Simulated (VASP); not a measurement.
# MgS (P-6m2) in VASP: evGW quasiparticle levels with PBEsol

Aim: the evGW quasiparticle levels of MgS with PBEsol.

All numbers are computed with VASP 6.6.1; they aren't measurements. Logs are shortened: lines on timing, memory, paths and dates and some standing lists are left out, and cuts for length are marked.

**1. The crystal as given**

The structure is hexagonal, space group P-6m2 (No. 187). Conventional cell: a = 3.611 Å, b = 3.611 Å, c = 3.305 Å, α = 90.00°, β = 90.00°, γ = 120.00°. Around Mg (site symmetry -6m2) lie 6 S at 2.66 Å. Around S (site symmetry -6m2) lie 6 Mg at 2.66 Å.

The cell was built by a generator and needn't be a form met in nature.

**2. EvGW quasiparticle levels, PBEsol**

POSCAR

```
MgS
1.0
    3.6109100000      0.0000000000      0.0000000000
   -1.8054500000      3.1271400000      0.0000000000
    0.0000000000      0.0000000000      3.3052600000
Mg S
1 1
Direct
    0.0000000000      0.0000000000      0.5000000000
    0.6666700000      0.3333300000      0.0000000000
```

INCAR.step1

```
PREC     = Accurate       # precision mode
ENCUT    = 500            # plane-wave cutoff, eV
EDIFF    = 1E-8           # SCF threshold, eV
ISMEAR   = 0              # smearing method
SIGMA    = 0.01           # smearing width, eV
LREAL    = F              # projectors in reciprocal space
LASPH    = T              # aspherical terms in the spheres
NELM     = 80             # most SCF steps
ALGO     = Fast           # electronic algorithm
LWAVE    = T              # write WAVECAR
LCHARG   = F              # write CHGCAR
GGA      = PS             # functional
```

INCAR.step2

```
PREC     = Accurate       # precision mode
ENCUT    = 500            # plane-wave cutoff, eV
EDIFF    = 1E-8           # SCF threshold, eV
ISMEAR   = 0              # smearing method
SIGMA    = 0.01           # smearing width, eV
LREAL    = F              # projectors in reciprocal space
LASPH    = T              # aspherical terms in the spheres
NELM     = 1              # most SCF steps
ALGO     = Exact          # electronic algorithm
LWAVE    = T              # write WAVECAR
LCHARG   = F              # write CHGCAR
GGA      = PS             # functional
NBANDS   = 159            # bands
LOPTICS  = T              # frequency-dependent dielectric function
ISTART   = 1
```

INCAR.step3

```
PREC     = Accurate       # precision mode
ENCUT    = 500            # plane-wave cutoff, eV
EDIFF    = 1E-8           # SCF threshold, eV
ISMEAR   = 0              # smearing method
SIGMA    = 0.01           # smearing width, eV
LREAL    = F              # projectors in reciprocal space
LASPH    = T              # aspherical terms in the spheres
ALGO     = EVGW           # electronic algorithm
LWAVE    = F              # write WAVECAR
LCHARG   = F              # write CHGCAR
GGA      = PS             # functional
NELMGW   = 4            
NBANDS   = 159            # bands
ENCUTGW  = 150            # cutoff of the response function
NOMEGA   = 48             # frequency points
PRECFOCK = Fast         
ISTART   = 1            
NBANDSGW = 12
```

KPOINTS

```
regular mesh
0
Gamma
  5 5 4
```

Potentials or basis: VASP PAW PBE potentials, release 64 (Mg_GW, S_GW).

The run is started by

```console
$ cat potpaw_PBE.64/Mg_GW/POTCAR potpaw_PBE.64/S_GW/POTCAR > POTCAR
$ cp INCAR.step1 INCAR
$ mpirun -np 1 vasp_std > vasp.out
$ cp INCAR.step2 INCAR
$ mpirun -np 1 vasp_std > vasp.out
$ cp INCAR.step3 INCAR
$ mpirun -np 1 vasp_std > vasp.out
```

OUTCAR:

```text
PREC = Accurate
   ENCUT = 500
   EDIFF = 1E-8
   ISMEAR = 0
   LREAL = F
   LASPH = T
   GGA = PS
   NELMGW = 4
   ENCUTGW = 150
   PRECFOCK = Fast
   ISTART = 1

 ion  position               nearest neighbor table
   1  0.000  0.000  0.500-
   2  0.667  0.333  0.000-

  LATTYP: Found a hexagonal cell.
 ALAT       =     3.6109100000
 C/A-ratio  =     0.9153537474

  Lattice vectors:

 A1 = (   3.6109100000,   0.0000000000,   0.0000000000)
 A2 = (  -1.8054500000,   3.1271400000,   0.0000000000)
 A3 = (   0.0000000000,   0.0000000000,   3.3052600000)

Analysis of symmetry for initial positions (statically):
=====================================================================
 Subroutine PRICEL returns:
 Original cell was already a primitive cell.

 Routine SETGRP: Setting up the symmetry group for a
 hexagonal supercell.

 Subroutine GETGRP returns: Found  4 space group operations
 (whereof  4 operations were pure point group operations)
 out of a pool of 24 trial point group operations.

The static configuration has the point symmetry C_2v.

Analysis of symmetry for dynamics (positions and initial velocities):
=====================================================================
 Subroutine PRICEL returns:
 Original cell was already a primitive cell.

 Routine SETGRP: Setting up the symmetry group for a
 hexagonal supercell.

 Subroutine GETGRP returns: Found  4 space group operations
 (whereof  4 operations were pure point group operations)
 out of a pool of 24 trial point group operations.

The dynamic configuration has the point symmetry C_2v.

 Subroutine INISYM returns: Found  4 space group operations
 (whereof  4 operations are pure point group operations),
 and found     1 'primitive' translations

----------------------------------------------------------------------------------------

                                     Primitive cell

  volume of cell :      37.3224

  direct lattice vectors                    reciprocal lattice vectors
     3.610910000  0.000000000  0.000000000     0.276938500  0.159890064  0.000000000
    -1.805450000  3.127140000  0.000000000     0.000000000  0.319781014  0.000000000
     0.000000000  0.000000000  3.305260000     0.000000000  0.000000000  0.302548060

  length of vectors
     3.610910000  3.610907681  3.305260000     0.319780809  0.319781014  0.302548060

  position of ions in fractional coordinates (direct lattice)
     0.000000000  0.000000000  0.500000000
     0.666670000  0.333330000  0.000000000

  ion indices of the primitive-cell ions
   primitive index   ion index
                 1           1
                 2           2

----------------------------------------------------------------------------------------

 KPOINTS: regular mesh

Automatic generation of k-mesh.
 Grid dimensions read from file:
 generate k-points for:    5    5    4

 Generating k-lattice:

  Cartesian coordinates                     Fractional coordinates (reciprocal lattice)
     0.055387700  0.031978013  0.000000000     0.200000000  0.000000000  0.000000000
     0.000000000  0.063956203  0.000000000     0.000000000  0.200000000  0.000000000
     0.000000000  0.000000000  0.075637015     0.000000000  0.000000000  0.250000000

  Length of vectors
     0.063956162  0.063956203  0.075637015

  Shift w.r.t. Gamma in fractional coordinates (k-lattice)
     0.000000000  0.000000000  0.000000000

 Subroutine IBZKPT returns following result:
 ===========================================

 Found     27 irreducible k-points:

 Following reciprocal coordinates:
            Coordinates               Weight
  0.000000  0.000000  0.000000      1.000000
  0.200000 -0.000000  0.000000      4.000000
 -0.200000  0.200000  0.000000      2.000000
  0.400000  0.000000  0.000000      4.000000
 -0.400000  0.400000  0.000000      2.000000
  0.200000  0.200000  0.000000      2.000000
[... 16 lines left out ...]
 -0.400000  0.400000  0.500000      2.000000
  0.200000  0.200000  0.500000      2.000000
 [... further k-points ...]
   k-points           NKPTS =     27   k-points in BZ     NKDIM =    100   number of bands    NBANDS=    159
   number of dos      NEDOS =    301   number of ions     NIONS =      2
   total plane-waves  NPLWV =  18816
   dimension x,y,z NGX =    28 NGY =   28 NGZ =   24
   dimension x,y,z NGXF=    56 NGYF=   56 NGZF=   48
   ions per type =               1   1
   NGX,Y,Z   is equivalent  to a cutoff of  12.89, 12.89, 12.07 a.u.
   NGXF,Y,Z  is equivalent  to a cutoff of  25.78, 25.78, 24.14 a.u.
 SYSTEM =  unknown system
   PREC   = accura    normal or accurate (medium, high low for compatibility)
   ISTART =      1    job   : 0-new  1-cont  2-samecut
   ICHARG =      0    charge: 1-file 2-atom 10-const
   ISPIN  =      1    spin polarized calculation?
   LNONCOLLINEAR =      F non collinear calculations
   LSORBIT =      F    spin-orbit coupling
   LASPH  =      T    aspherical Exc in radial PAW
   ENCUT  =  500.0 eV  36.75 Ry    6.06 a.u.   6.58  6.58  6.03*2*pi/ulx,y,z
   NELM   =     60;   NELMIN=  2; NELMDL=  0     # of ELM steps
   EDIFF  = 0.1E-07   stopping-criterion for ELM
   LREAL  =      F    real-space projection
   EDIFFG = 0.1E-06   stopping-criterion for IOM
   NSW    =      0    number of steps for IOM
   IBRION =     -1    ionic relax: 0-MD 1-quasi-New 2-CG
   NFREE  =      0    steps in history (QN), initial steepest desc. (CG)
   ISIF   =      0    stress and relaxation
   ISYM   =      3    0-nonsym 1-usesym 2-fastsym
   POTIM  = 0.5000    time-step for ionic-motion
   TEBEG  =    0.0;   TEEND  =   0.0 temperature during run
   PSTRESS=    0.0 pullay stress
   NELECT =       8.0000    total number of electrons
   NUPDOWN=      -1.0000    fix difference up-down
   EMIN   =  10.00;   EMAX   =-10.00  energy-range for DOS
   EFERMI =   0.00;   METHOD = LEGACY
   ISMEAR =     0;   SIGMA  =   0.01  broadening in eV -4-tet -1-fermi 0-gaus
   EFERMI_NEDOS =   21; number of points for ismear=-14 and -15
   IALGO  =     38    algorithm
   IMIX   =      4    mixing-type and parameters
     AMIX     =   0.40;   BMIX     =  1.00
     AMIX_MAG =   1.60;   BMIX_MAG =  1.00
  volume/ion in A,a.u.               =      18.66       125.93
  Fermi-wavevector in a.u.,A,eV,Ry     =   0.979749  1.851458 13.060350  0.959909
  Thomas-Fermi vector in A             =   2.110626
   LORBIT       =      0    0 simple, 1 ext, 2 COOP (PROOUT), +10 PAW based schemes
   GGA     = PS    functional components
   LHFCALC =     T    Hartree Fock is set to
   PRECFOCK=fast      Normal, Fast or Accurate (Low or Medium for compatibility)
   ENCUT4O =  -1.0   cutoff for four orbital integrals eV
   NKREDX  =     1    reduce k-point grid by
   NKREDY  =     1    reduce k-point grid by
   NKREDZ  =     1    reduce k-point grid by
   AEXX    =    1.0000 exact exchange contribution
   HFSCREEN=    0.0000 screening length (either q_TF or 0.3 A-1)
   HFSCREENC=   0.0000 screening length for correlation (either q_TF or 0.3 A-1)
   ENCUTFOCK=  -1.0 apply spherical cutoff to Coloumb kernel
   IVDW    =     0    specifies the selected vdW correction
   LEPSILON=     F    determine dielectric tensor
   LRPA    =     F    only Hartree local field effects (RPA)
   LRPAFORCE           =     F    calculate RPA forces
   ENCUTGW             = 150.0    cutoff for response function in eV
   ENCUTGWSOFT         = 120.0    soft cutoff for Coulomb kernel in GW response function in eV
   ENCUTLF             =  -1.0    cutoff for local field effects
   NELMGW              =     4    number of iterations in solving QP/BSE equation
   NELMHF              =     1    number of iterations in the inner HF iteration
   NKREDLFX            =     1    NKREDLFY  =   1   NKREDLFZ  =   1
 non-spin polarized calculation
 Gauss-broadening in eV      SIGMA  =   0.01
  energy-cutoff  :      500.00
  volume of cell :       37.32
 maximum number of plane-waves:       960
 NGX is ok and might be reduce to    28
  NGX = 16; NGY = 16; NGZ = 14
   NGX = 13   NGY = 13   NGZ = 13
 maximum number of plane-waves:       174

 QP shifts <psi_nk| G(iteration)W_0 |psi_nk>: iteration 1
 for sc-GW calculations column KS-energies equals QP-energies in previous step
 and V_xc(KS)=  KS-energies - (<T + V_ion + V_H > + <T+V_H+V_ion>^1  + <V_x>^1)

 k-point   1 :       0.0000    0.0000    0.0000
  band No.  KS-energies  QP-energies   sigma(KS)   V_xc(KS)     V^pw_x(r,r')   Z            occupation Imag(sigma)

      1      -9.1177      -9.8140     -13.5811     -12.5461     -20.7340       0.6728       2.0000       1.4074
      2       3.1541       2.2512     -14.0975     -12.8988     -15.8589       0.7533       2.0000       0.0771
      3       3.1541       2.2512     -14.0975     -12.8988     -15.8589       0.7533       2.0000       0.0771
      4       3.2017       2.2528     -14.0372     -12.7739     -15.9088       0.7511       2.0000       0.0796
      5       5.8769       6.3588      -8.8429      -9.4545      -5.1610       0.7879       0.0000      -0.0694
      6       9.1768       9.7329      -8.7255      -9.4316      -4.5845       0.7875       0.0000      -0.0819
      7      10.8693      11.4531      -8.3408      -9.0949      -3.8986       0.7741       0.0000      -0.1162
      8      10.8693      11.4531      -8.3408      -9.0949      -3.8986       0.7741       0.0000      -0.1162
      9      14.8666      15.1819      -7.3494      -7.7636      -1.9788       0.7612       0.0000      -0.3670
     10      17.5679      18.1775      -8.7869      -9.5937      -2.7710       0.7555       0.0000      -0.6505
     11      17.5849      18.3480     -10.5561     -11.5866      -4.6425       0.7405       0.0000      -0.4805
     12      17.5849      18.3480     -10.5561     -11.5866      -4.6425       0.7405       0.0000      -0.4805

 k-point   2 :       0.2000   -0.0000    0.0000
  band No.  KS-energies  QP-energies   sigma(KS)   V_xc(KS)     V^pw_x(r,r')   Z            occupation Imag(sigma)

      1      -8.7986      -9.4821     -13.7370     -12.7217     -20.8033       0.6732       2.0000       1.3324
      2       1.1135       0.2116     -12.7542     -11.5338     -14.9594       0.7391       2.0000       0.1085
      3       2.7602       1.8410     -13.8231     -12.5975     -15.6792       0.7500       2.0000       0.0799
      4       3.4127       2.4780     -14.1637     -12.9232     -15.9684       0.7534       2.0000       0.0783
      5       7.1224       7.5983      -8.9666      -9.5753      -5.1064       0.7818       0.0000      -0.0760
      6       9.1463       9.7058      -8.5077      -9.2237      -4.3317       0.7816       0.0000      -0.0890
      7      10.9847      11.5541      -9.4128     -10.1519      -4.9242       0.7704       0.0000      -0.1091
      8      12.1953      12.7818      -8.6900      -9.4600      -3.9085       0.7616       0.0000      -0.1643
      9      14.5911      15.2836      -9.2794     -10.1929      -3.9634       0.7581       0.0000      -0.3261
     10      16.6256      17.1013      -8.1657      -8.7928      -2.3844       0.7586       0.0000      -0.5470
     11      16.9112      17.6592     -10.1538     -11.1545      -4.4315       0.7475       0.0000      -0.4260
     12      18.6312      19.1583      -8.8154      -9.5122      -2.6841       0.7564       0.0000      -0.7592
[... 1488 lines left out ...]
      1      -8.5390      -8.6112     -15.1358       6.4949     -21.3090       0.7089       2.0000       0.6876
      2      -1.9899      -2.0280     -12.7659      10.7264     -15.3740       0.7696       2.0000       0.1189
      3      -1.0607      -1.0968     -12.9908      11.8833     -15.4296       0.7714       2.0000       0.0804
      4       1.7899       1.7654     -14.1884      15.9473     -15.8972       0.7907       2.0000       0.0572
      5       6.0721       6.0866      -7.6603      13.7499      -4.2430       0.8290       0.0000      -0.0585
      6      10.2852      10.3055      -8.5347      18.8446      -4.4923       0.8190       0.0000      -0.0674
      7      11.1896      11.2153      -8.1912      19.4126      -3.9001       0.8069       0.0000      -0.0818
      8      12.5994      12.6349      -7.4521      20.0969      -2.6013       0.7822       0.0000      -0.1296
      9      16.7412      16.7786      -9.9193      26.7094      -4.3940       0.7652       0.0000      -0.2154
     10      18.5155      18.5512      -9.9719      28.5337      -4.2713       0.7700       0.0000      -0.2817
     11      20.2194      20.2581      -9.3947      29.6647      -3.3442       0.7662       0.0000      -0.5017
     12      21.9703      22.0052      -7.5691      29.5839      -1.7511       0.7863       0.0000      -0.6204

 k-point  24 :       0.2000    0.2000    0.5000
  band No. old QP-enery  QP-energies   sigma(KS)   T+V_ion+V_H  V^pw_x(r,r')   Z            occupation Imag(sigma)

      1      -8.6598      -8.7320     -15.0554       6.2941     -21.2586       0.7110       2.0000       0.7074
      2      -2.2110      -2.2507     -12.5705      10.3079     -15.2230       0.7682       2.0000       0.1226
      3      -0.3774      -0.4100     -13.2300      12.8108     -15.4670       0.7796       2.0000       0.0714
      4       1.2864       1.2607     -13.7582      15.0120     -15.5380       0.7907       2.0000       0.0576
      5       7.0143       7.0305      -8.0418      15.0757      -4.4628       0.8231       0.0000      -0.0605
      6       9.5431       9.5663      -7.6410      17.2125      -3.5418       0.8146       0.0000      -0.0754
      7      12.1645      12.1899      -9.4080      21.6043      -4.9360       0.7997       0.0000      -0.0829
      8      13.5460      13.5731      -9.0957      22.6756      -4.4844       0.7991       0.0000      -0.0997
      9      15.6239      15.6603      -8.3377      24.0083      -3.0216       0.7798       0.0000      -0.2603
     10      17.3838      17.4196      -7.9656      25.3951      -2.5482       0.7840       0.0000      -0.3352
     11      18.4516      18.4885      -9.9462      28.4458      -4.1989       0.7672       0.0000      -0.2904
     12      21.3642      21.4002      -8.5064      29.9168      -2.5244       0.7792       0.0000      -0.5693

 [... further k-points ...]
```

It took 28 min on 1 thread of Intel Xeon Platinum 8488C (Sapphire Rapids), shared host; peak memory 0.67 GiB.

Results:

| Property | Result |
| --- | --- |
| Band gap on the k mesh, mean-field level | 1.47 eV, indirect (least direct gap 2.34 eV) |
| Quasiparticle gap | 3.40 eV |
| Least direct quasiparticle gap | 4.32 eV |

Quasiparticle gap after each update of the energies (eV): 2.84, 3.24, 3.37, 3.40

Caveat: the k mesh is coarse (spacing up to 0.48 Å⁻¹), so the values aren't converged; bands, screening cutoff and mesh are small and nothing is extrapolated, so the quasiparticle values aren't converged; an odd mesh through Γ misses points on the zone boundary, where band edges often lie.
